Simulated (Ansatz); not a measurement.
The system is HfC.

```
Hf C
1.0
    -1.39667    2.49718    1.84734
     1.39667   -2.49718    1.84734
     1.39667    2.49718   -1.84734
Hf C
1 1
Direct
  0.98471 0.98471 0.00000
  0.67945 0.17945 0.50000
```

The cell was built by a generator and needn't be a form met in nature.

| Property | Result |
| --- | --- |
| Program | Ansatz 0.2.0 |
| Task | relaxation of cell and atoms |
| Functional | HSE03 |
| Potentials or basis | Ansatz PAW |
| Cutoff | 420 eV (not typed: the program's choice for these potentials) |
| k mesh | 6 × 6 × 6 |
| Occupations | fermi-dirac, width 0.05 eV |
| Spin | no spin polarisation |

At the start: volume 12.89 Å³/atom.

Q: How do energy, volume and symmetry change on relaxing?

A: It ends after 11 steps and the volume is 12.51 Å³/atom (-2.9 %); space group Fm-3m (No. 225, to 0.05 Å).

The path:
```csv
step,energy change (eV),largest force (eV/Å),volume (Å³)
1,0.0000,11.8987,25.77
2,-2.3853,5.2185,26.49
3,-3.5475,3.2458,25.61
4,-4.2190,1.6280,24.33
5,-4.4306,0.0083,25.27
6,-4.4341,0.0013,24.97
7,-4.4341,0.0002,24.97
8,-4.4494,0.0002,24.97
9,-4.4500,0.0004,25.01
10,-4.4500,0.0000,25.02
11,-4.4501,0.0000,25.02
```

Final structure:
```
Hf C
1.0
    -1.64141    2.32129    1.64151
     1.64141   -2.32129    1.64151
     1.64141    2.32129   -1.64151
Hf C
1 1
Direct
  0.08208 0.08208 0.00000
  0.58208 0.08208 0.50000
```

Caveat: the k mesh is coarse (spacing up to 0.47 Å⁻¹), so the values aren't converged, least of all with exact exchange; the plane-wave basis is chosen anew once the cell has moved, so the energies of steps on either side of that aren't comparable; the PAW data sets come from PBE, with cores solved anew for the run's functional, which leaves a small shift of forces and pressure.
